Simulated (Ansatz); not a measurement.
ZnCu: do energies and stresses tell the same story?

All numbers below come from DFT PBE, scalar-relativistic, plane waves, PAW in Ansatz 0.2.0.

Plane waves to 420 eV, a k mesh through Γ of 14×14×14 on the computed 2-atom cell and Gaussian smearing (0.10 eV); no spin polarisation.

Relaxed cell: Pm-3m, a = 2.963 Å, b = 2.963 Å, c = 2.963 Å, α = 90.00°, β = 90.00°, γ = 90.00°, 2 atoms in the primitive cell. Whether it is the stable form of this composition wasn't checked.

Energies at zero smearing and pressures from the stress tensor, at volumes with shape and atoms relaxed:
```tsv
V (Å³/atom)	E − E(first) (meV/atom)	P (GPa)
11.448	0.00	20.29
11.838	-41.27	13.79
12.228	-68.04	8.35
12.619	-82.68	3.81
13.009	-87.18	0.02
13.399	-83.22	-3.15
13.790	-72.20	-5.79
14.310	-48.54	-8.63
```

Check P = −dE/dV between neighbouring volumes, and get the bulk modulus from the pressures alone.

With 1 eV/Å³ = 160.2 GPa:
```
middle V (Å³/atom)  −ΔE/ΔV (GPa) mean P (GPa)
            11.643        16.943        17.040
            12.033        10.990        11.070
            12.424         6.008         6.084
            12.814         1.851         1.918
            13.204        -1.627        -1.563
            13.594        -4.525        -4.467
            14.050        -7.286        -7.206
```

The two differ by 0.10 GPa at most. The mean of two end pressures misses the average over a step by about ΔV² P″/12, up to 0.10 GPa here; with that taken off 0.02 GPa remains. Around V = 13.009 Å³/atom, the two neighbours give B = −V ΔP/ΔV = 13.009 × 6.96 / 0.781 = 116.0 GPa, against B0 = 115.3 GPa from the Birch–Murnaghan fit of the energies.